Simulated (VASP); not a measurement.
The system is ZnO (zincite).

```
Zn O
1.0
     3.24931    0.00000    0.00000
    -1.62465    2.81398    0.00000
     0.00000    0.00000    5.20571
Zn O
2 2
Direct
  0.33333 0.66667 0.50000
  0.66667 0.33333 0.00000
  0.66667 0.33333 0.37901
  0.33333 0.66667 0.87901
```

| Quantity | Value |
| --- | --- |
| Program | VASP 6.6.1 |
| Task | relaxation of cell and atoms |
| Functional | LDA |
| Potentials or basis | VASP PAW LDA potentials, release 64 (Zn, O) |
| Cutoff | 600 eV |
| k mesh | 9 × 9 × 5 |
| Occupations | gaussian, width 0.03 eV |
| Spin | no spin polarisation |

At the start: pressure -6.3 GPa; volume 11.90 Å³/atom.

How do energy, volume and symmetry change on relaxing?

Over 11 steps the energy falls by 10.4 meV/atom and the volume is 11.40 Å³/atom (-4.2 %); space group P6_3mc (No. 186, to 0.05 Å).

The path:
```
step  energy change (eV)  largest force (eV/Å)  pressure (GPa)  volume (Å³)
   1              0.0000                0.0554           -6.25        47.60
   2             -0.0262                0.0408            4.43        44.47
   3             -0.0413                0.0024            0.05        45.61
   4             -0.0413                0.0043           -0.06        45.65
   5             -0.0414                0.0188           -0.27        45.66
   6             -0.0414                0.0185           -0.15        45.66
   7             -0.0415                0.0183            0.08        45.59
   8             -0.0415                0.0185            0.09        45.58
   9             -0.0416                0.0020            0.14        45.58
  10             -0.0416                0.0030            0.05        45.59
  11             -0.0416                0.0038            0.01        45.62
```

Final structure:
```xyz
4
Lattice="3.1939 0.0000 0.0000 -1.5970 2.7660 0.0000 0.0000 0.0000 5.1636" Properties=species:S:1:pos:R:3 pbc="T T T"
Zn    0.0000    1.8440    2.5836
Zn    1.5970    0.9220    0.0018
O     1.5970    0.9220    1.9553
O     0.0000    1.8440    4.5371
```
